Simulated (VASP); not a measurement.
A run of VASP 6.6.1:

File INCAR:

```
SYSTEM = H3C3NO2
PREC = Accurate
ENCUT = 520
EDIFF = 1E-6
ISMEAR = -1
SIGMA = 0.02
LREAL = Auto
LASPH = .True.
NELM = 100
ALGO = Normal
ISIF = 2
LWAVE = .False.
LCHARG = .False.
GGA = PE
NBANDS = 67
```

KPOINTS

```
Automatic mesh
0
Gamma
  1 1 1
  0 0 0
```

File POSCAR:

```
H3C3NO2
1.0
    7.4476350000      0.0000000000      0.0000000000
    0.0000000000      7.4476350000      0.0000000000
    0.0000000000      0.0000000000      7.4476350000
C N H O
9 3 9 6
Direct
    1.0066819870      0.9403924870      0.4396026390
    0.8887519327      0.9774512312      0.5861726575
    0.2919987352      0.3781468882      0.3268151568
    0.1533775487      0.4037523321      0.4593673025
    0.4031212593      0.7771594607      0.7951651766
    0.2611701567      0.7071238051      0.9104903771
    0.5402654668      0.8239528387      0.3485938825
    0.5881732926      0.2772558000      0.9066905132
    0.0671488332      0.2145647578      0.8929814632
    0.7827048452      0.9955912179      0.7018603892
    0.0428726703      0.4295189010      0.5659783273
    0.1440591543      0.6897760161      1.0104818509
    1.1366427060      0.8784667885      0.4619050209
    0.9373311125      0.8357015348      0.3648272237
    1.0273059837      1.0680706023      0.3660356610
    0.2368671397      0.4147759658      0.1899663450
    0.4195560067      0.4601997815      0.3590535788
    0.3177250228      0.2378875979      0.3200076266
    0.4120502683      0.9202115839      0.7988844781
    0.5378217380      0.7232363025      0.8408172527
    0.3860822932      0.7391742479      0.6459634501
    0.6446744503      0.7222292714      0.4141986013
    0.4372931810      0.9256361248      0.2892193294
    0.6013049780      0.3405913421      0.7669145977
    0.5871931157      0.2184988926      1.0559325209
   -0.0462697219      0.3011157233      0.9595260777
    0.1791172634      0.1291953754      0.8242213803
```

Potentials or basis: VASP PAW PBE potentials, release 64 (C, N, H, O).

Run with:

```console
$ cat potpaw_PBE.64/C/POTCAR potpaw_PBE.64/N/POTCAR potpaw_PBE.64/H/POTCAR potpaw_PBE.64/O/POTCAR > POTCAR
$ mpirun -np 1 vasp_gam > vasp.out
```

Hardware: 1 thread of Intel(R) Xeon(R) Platinum 8375C CPU @ 2.90GHz (Ice Lake), with other jobs on the host.

Problem. How long does it take, and how much memory?

Solution. It took 45 s on 1 thread of Intel(R) Xeon(R) Platinum 8375C CPU @ 2.90GHz (Ice Lake), on a shared host, peak memory 0.39 GiB. Counts: scf iterations 17, k points 1.
